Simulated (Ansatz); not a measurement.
A (101) slab of Hf$_{2}$N (P4_2/mnm (No. 136)), 12 planes, outer planes Hf (top) and Hf (bottom), with 24 atoms (Hf16N8) in a surface cell of A = 32.841 Å², as cut from the bulk:

```
CELL_PARAMETERS angstrom
5.29554 0.00000 0.00000
0.00000 6.20154 0.00000
0.00000 0.00000 24.89638
ATOMIC_POSITIONS crystal
Hf 0.29546 0.51372 0.30125
Hf 0.20454 0.01372 0.30125
N 0.00000 0.72916 0.33396
N 0.50000 0.22916 0.33396
Hf 0.70454 0.94460 0.36666
Hf 0.79546 0.44460 0.36666
Hf 0.29546 0.24287 0.41195
Hf 0.20454 0.74287 0.41195
N 0.00000 0.45831 0.44465
N 0.50000 0.95831 0.44465
Hf 0.70454 0.67375 0.47736
Hf 0.79546 0.17375 0.47736
Hf 0.29546 0.97203 0.52264
Hf 0.20454 0.47203 0.52264
N 0.00000 0.18747 0.55535
N 0.50000 0.68747 0.55535
Hf 0.70454 0.40291 0.58805
Hf 0.79546 0.90291 0.58805
Hf 0.29546 0.70119 0.63334
Hf 0.20454 0.20119 0.63334
N 0.00000 0.91662 0.66604
N 0.50000 0.41662 0.66604
Hf 0.70454 0.13206 0.69875
Hf 0.79546 0.63206 0.69875
```

The calculation used Ansatz 0.2.0, DFT PBEsol, scalar-relativistic, plane waves, PAW. Cutoff 420 eV; k points 7×6×1 on the computed 24-atom cell (Γ-centred); Gaussian smearing, width 0.10 eV; no spin polarisation.

Against the same 24 atoms in the bulk, the slab as cut lies 11.698 eV higher and the relaxed slab 10.524 eV higher.

**Question.** Work out the surface energy before and after relaxation.

**Answer.** The slab has two faces, so γ = (E_slab − N·E_bulk)/(2A), the mean of both. As cut: 11.698/(2 × 32.841) = 0.1781 eV/Å², and 1 eV/Å² = 16.02 J/m², so γ = 2.85 J/m². Relaxed: 10.524/(2 × 32.841) = 0.1602 eV/Å² = 2.57 J/m². Relaxation recovers 10 % of the cost of cutting.

**Question.** What is the ideal work of this cut, per area?

**Answer.** Griffith's ideal work is 2γ: 5.71 J/m² if the new faces stay rigid, 5.13 J/m² if they relax. Other cuts parallel to this plane can cost less. One thickness was run, 12 planes, so γ can still shift with it.